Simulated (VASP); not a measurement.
# Se (P3_221) in VASP: notebook

One crystal, Se, is run at these levels: PBE; tasks: single point.

All numbers are computed with VASP 6.6.1; they aren't measurements. Logs are shortened: lines on timing, memory, paths and dates and some standing lists are left out, and cuts for length are marked.

## (1) Starting point

The structure is trigonal, space group P3_221 (No. 154). The conventional cell has a = 4.355 Å, b = 4.355 Å, c = 4.949 Å, α = 90.00°, β = 90.00°, γ = 120.00°. Se (site symmetry 2) is surrounded by 2 Se at 2.32 Å.

## (2) Single point, PBE

INCAR reads:

```
SYSTEM = Se
PREC     = Accurate       ! precision mode
ENCUT    = 350            ! plane-wave cutoff, eV
EDIFF    = 1E-6           ! SCF threshold, eV
ISMEAR   = 0              ! smearing method
SIGMA    = 0.05           ! smearing width, eV
LREAL    = .FALSE.        ! projectors in reciprocal space
LASPH    = .TRUE.         ! aspherical terms in the spheres
NELM     = 100            ! most SCF steps
ALGO     = Normal         ! electronic algorithm
ISIF     = 2              ! what is computed and relaxed
LWAVE    = .FALSE.        ! write WAVECAR
LCHARG   = .FALSE.        ! write CHGCAR
GGA      = PE             ! functional
NBANDS   = 16             ! bands
ADDGRID  = .FALSE.
```

KPOINTS reads:

```
Automatic mesh
0
G
  6 6 5
  0 0 0
```

POSCAR reads:

```
Se
1.0
    4.3551700000      0.0000000000      0.0000000000
   -2.1775850000      3.7716878578      0.0000000000
    0.0000000000      0.0000000000      4.9494500000
Se
3
Direct
    0.7830000000      0.7830000000      0.5000000000
    0.0000000000      0.2170000000      0.8333333333
    0.2170000000      0.0000000000      0.1666666667
```

Potentials or basis: VASP PAW PBE potentials, release 64 (Se).

The run is started by

```
cat potpaw_PBE.64/Se/POTCAR > POTCAR
mpirun -np 1 vasp_std > vasp.out
```

OUTCAR:

```text
SYSTEM = Se
   PREC = Accurate
   ENCUT = 350
   EDIFF = 1E-6
   ISMEAR = 0
   LREAL = .FALSE.
   LASPH = .TRUE.
   NELM = 100
   ISIF = 2
   GGA = PE

 Found     27 irreducible k-points:

 Following reciprocal coordinates:
            Coordinates               Weight
  0.000000  0.000000  0.000000      1.000000
  0.166667  0.000000  0.000000      6.000000
  0.333333  0.000000  0.000000      6.000000
  0.500000  0.000000  0.000000      3.000000
  0.166667  0.166667  0.000000      6.000000
  0.333333  0.166667  0.000000     12.000000
   k-points           NKPTS =     27   k-points in BZ     NKDIM =     27   number of bands    NBANDS=     16
   number of dos      NEDOS =    301   number of ions     NIONS =      3
   total plane-waves  NPLWV =  23520
   dimension x,y,z NGX =    28 NGY =   28 NGZ =   30
   dimension x,y,z NGXF=    56 NGYF=   56 NGZF=   60
   ions per type =               3
   NGX,Y,Z   is equivalent  to a cutoff of  10.69, 10.69, 10.08 a.u.
   NGXF,Y,Z  is equivalent  to a cutoff of  21.38, 21.38, 20.15 a.u.
 SYSTEM =  Se
   PREC   = accura    normal or accurate (medium, high low for compatibility)
   ISTART =      0    job   : 0-new  1-cont  2-samecut
   ICHARG =      2    charge: 1-file 2-atom 10-const
   ISPIN  =      1    spin polarized calculation?
   LNONCOLLINEAR =      F non collinear calculations
   LSORBIT =      F    spin-orbit coupling
   LASPH  =      T    aspherical Exc in radial PAW
   ENCUT  =  350.0 eV  25.72 Ry    5.07 a.u.   6.64  6.64  7.55*2*pi/ulx,y,z
   NELM   =    100;   NELMIN=  2; NELMDL= -5     # of ELM steps
   EDIFF  = 0.1E-05   stopping-criterion for ELM
[... 18 lines left out ...]
     AMIX     =   0.40;   BMIX     =  1.00
     AMIX_MAG =   1.60;   BMIX_MAG =  1.00
  volume/ion in A,a.u.               =      27.10       182.88
  Fermi-wavevector in a.u.,A,eV,Ry     =   0.990375  1.871538 13.345178  0.980843
  Thomas-Fermi vector in A             =   2.122041
   LORBIT       =      0    0 simple, 1 ext, 2 COOP (PROOUT), +10 PAW based schemes
   GGA     = PE    functional components
[... 5 lines left out ...]
 non-spin polarized calculation
 Gauss-broadening in eV      SIGMA  =   0.05
  energy-cutoff  :      350.00
  volume of cell :       81.30
 maximum number of plane-waves:      1233
 NGX is ok and might be reduce to    28
   NGX = 13   NGY = 13   NGZ = 15

 number of electron      17.9999997 magnetization

 Free energy of the ion-electron system (eV)
  ---------------------------------------------------
  ext. energy  EPLUGINS =         0.00000000
  ---------------------------------------------------
  free energy    TOTEN  =       -10.36975458 eV

  energy without entropy =      -10.36975458  energy(sigma->0) =      -10.36975458

 E-fermi :   2.9019     XC(G=0):  -8.8322

 val. band max:        2.6517071964   @ k =   0.3333   0.1667   0.4000
 cond. band min:       4.0929663093   @ k =   0.3333   0.3333   0.4000
 fundamental gap:      1.4412591129
 Fermi energy:         2.9019414104

 k-point     1 :       0.0000    0.0000    0.0000
  band No.  band energies     occupation
      1     -13.3913      2.00000
      2      -9.0791      2.00000
      3      -9.0791      2.00000
      4      -1.2329      2.00000
      5      -1.2329      2.00000
      6      -1.0290      2.00000
      7       0.5688      2.00000
      8       0.5688      2.00000
      9       2.3495      2.00000
     10       4.8148      0.00000
     11       4.8148      0.00000
     12       5.2087      0.00000
     13       8.7780      0.00000
     14       9.1487      0.00000
     15       9.1487      0.00000
     16      11.1155      0.00000

 k-point     2 :       0.1667    0.0000    0.0000
  band No.  band energies     occupation
      1     -13.2953      2.00000
      2      -9.1647      2.00000
      3      -9.0643      2.00000
      4      -1.9232      2.00000
      5      -1.5320      2.00000
      6      -0.8321      2.00000
      7       0.5795      2.00000
      8       0.9337      2.00000
      9       2.1226      2.00000
     10       4.7557      0.00000
     11       4.8345      0.00000
     12       5.5022      0.00000
     13       8.7105      0.00000
     14       9.0577      0.00000
     15      10.0412      0.00000
     16      11.0875      0.00000

 k-point     3 :       0.3333    0.0000    0.0000
  band No.  band energies     occupation
      1     -13.0812      2.00000
      2      -9.3787      2.00000
      3      -9.0338      2.00000
      4      -2.4840      2.00000
      5      -1.9226      2.00000
      6      -0.8375      2.00000
      7       0.3159      2.00000
      8       0.8655      2.00000
      9       1.7963      2.00000
     10       4.8398      0.00000
     11       5.1917      0.00000
     12       6.3578      0.00000
     13       8.4533      0.00000
     14       9.3472      0.00000
     15      11.2725      0.00000
     16      12.1139      0.00000

 k-point     4 :       0.5000    0.0000    0.0000
  band No.  band energies     occupation
      1     -12.9599      2.00000
      2      -9.5105      2.00000
      3      -9.0182      2.00000
      4      -2.6269      2.00000
      5      -2.0823      2.00000
      6      -0.6965      2.00000
      7      -0.1981      2.00000
      8       0.8008      2.00000
      9       1.6972      2.00000
     10       4.8356      0.00000
     11       5.3715      0.00000
     12       7.0881      0.00000
     13       8.1456      0.00000
     14      10.3563      0.00000
     15      12.4051      0.00000
     16      12.4683      0.00000

 k-point     5 :       0.1667    0.1667    0.0000
  band No.  band energies     occupation
      1     -13.1384      2.00000
      2      -9.2871      2.00000
      3      -9.0751      2.00000
      4      -2.3083      2.00000
      5      -1.9897      2.00000
      6      -0.6865      2.00000
      7       0.4014      2.00000
      8       0.9279      2.00000
      9       1.7224      2.00000
     10       4.9869      0.00000
     11       5.2200      0.00000
     12       5.9299      0.00000
     13       8.5152      0.00000
     14       9.2948      0.00000
     15      10.7906      0.00000
     16      11.4843      0.00000

 k-point     6 :       0.3333    0.1667    0.0000
  band No.  band energies     occupation
      1     -12.9623      2.00000
      2      -9.4255      2.00000
      3      -9.1084      2.00000
      4      -2.5371      2.00000
      5      -2.2236      2.00000
      6      -0.5550      2.00000
      7      -0.0143      2.00000
      8       0.5844      2.00000
      9       1.4141      2.00000
     10       5.1852      0.00000
     11       5.7921      0.00000
     12       6.6774      0.00000
     13       8.5193      0.00000
     14       9.7948      0.00000
     15      11.7847      0.00000
     16      12.2549      0.00000

 [... further k-points ...]

------------------------ aborting loop because EDIFF is reached ----------------------------------------

  FORCE on cell =-STRESS in cart. coord.  units (eV):
  Direction    XX          YY          ZZ          XY          YZ          ZX
  --------------------------------------------------------------------------------------
  -------------------------------------------------------------------------------------
  Total        2.4042371      2.4042371      3.8467426     -0.0000000      0.0000000      0.0000000
  in kB       47.3794569     47.3794569     75.8064078     -0.0000000      0.0000000      0.0000000
  external PRESSURE =      56.8551072 kB  Pullay stress =       0.0000000 kB

 VOLUME and BASIS-vectors are now :
 -----------------------------------------------------------------------------
  energy-cutoff  :      350.00
  volume of cell :       81.30
      direct lattice vectors                 reciprocal lattice vectors
     4.355170000  0.000000000  0.000000000     0.229612162  0.132566644  0.000000000
    -2.177585000  3.771687858  0.000000000     0.000000000  0.265133287  0.000000000
     0.000000000  0.000000000  4.949450000     0.000000000  0.000000000  0.202042651

 POSITION                                       TOTAL-FORCE (eV/Angst)
 -----------------------------------------------------------------------------------
      1.70505      2.95323      2.47472        -0.594216     -1.029212     -0.000000
     -0.47254      0.81846      4.12454        -0.594216      1.029212     -0.000000
      0.94507      0.00000      0.82491         1.188432     -0.000000      0.000000
 -----------------------------------------------------------------------------------
    total drift:                               -0.000000     -0.000000      0.000000

  FREE ENERGIE OF THE ION-ELECTRON SYSTEM (eV)
  ---------------------------------------------------
  free  energy   TOTEN  =       -10.3697545780 eV

  energy  without entropy=      -10.3697545780  energy(sigma->0) =      -10.36975458
```

Run time: 8.2 s. Hardware: 1 thread of Intel Xeon 6975P-C (Granite Rapids), shared host; peak memory 0.16 GiB.

The run converged, but some of its settings lie outside the range that counts as converged, so its numbers aren't taken as properties of the crystal.

What came out:

- Free energy: -10.3698 eV
- Pressure: 5.7 GPa
- Largest force: 1.188 eV/Å
- Band gap on the k mesh: 1.44 eV, indirect (least direct gap 1.46 eV)

Caveat: an odd mesh through Γ misses points on the zone boundary, where band edges often lie; forces of over 1 eV/Å show positions far from the minimum, so gaps and moduli don't describe the material at rest.

## (3) Single point, PBE

Changes to INCAR since step 2:

```diff
@@ -2,3 +2,3 @@
 PREC     = Accurate       ! precision mode
-ENCUT    = 350            ! plane-wave cutoff, eV
+ENCUT    = 400            ! plane-wave cutoff, eV
 EDIFF    = 1E-6           ! SCF threshold, eV
```

KPOINTS is that of step 2.

POSCAR is that of step 2.

Potentials or basis: VASP PAW PBE potentials, release 64 (Se).

The run is started by

```
cat potpaw_PBE.64/Se/POTCAR > POTCAR
mpirun -np 1 vasp_std > vasp.out
```

It took 8.4 s on 1 thread of Intel Xeon 6975P-C (Granite Rapids), shared host; peak memory 0.16 GiB.

The run converged, but some of its settings lie outside the range that counts as converged, so its numbers aren't taken as properties of the crystal.

Results:

```yaml
Free_energy: -10.3702 eV
Pressure: 5.7 GPa
Largest_force: 1.188 eV/Å
Band_gap_on_the_k_mesh: 1.44 eV, indirect (least direct gap 1.46 eV)
```

Caveat: an odd mesh through Γ misses points on the zone boundary, where band edges often lie; forces of over 1 eV/Å show positions far from the minimum, so gaps and moduli don't describe the material at rest.

## (4) Single point, PBE

Changes to INCAR since step 3:

```diff
@@ -5,3 +5,3 @@
 ISMEAR   = 0              ! smearing method
-SIGMA    = 0.05           ! smearing width, eV
+SIGMA    = 0.5            ! smearing width, eV
 LREAL    = .FALSE.        ! projectors in reciprocal space
```

KPOINTS is that of step 3.

POSCAR is that of step 3.

The run is started by

```
cat potpaw_PBE.64/Se/POTCAR > POTCAR
mpirun -np 1 vasp_std > vasp.out
```

It took 8.4 s on 1 thread of Intel Xeon 6975P-C (Granite Rapids), shared host; peak memory 0.16 GiB.

The run converged, but some of its settings lie outside the range that counts as converged, so its numbers aren't taken as properties of the crystal.

What came out:

* Free energy: -10.3715 eV
* Pressure: 5.7 GPa
* Largest force: 1.188 eV/Å
* Band gap on the k mesh: 1.44 eV, indirect (least direct gap 1.46 eV)

Caveat: an odd mesh through Γ misses points on the zone boundary, where band edges often lie; forces of over 1 eV/Å show positions far from the minimum, so gaps and moduli don't describe the material at rest.

(Part 1 of 2 ends here.)
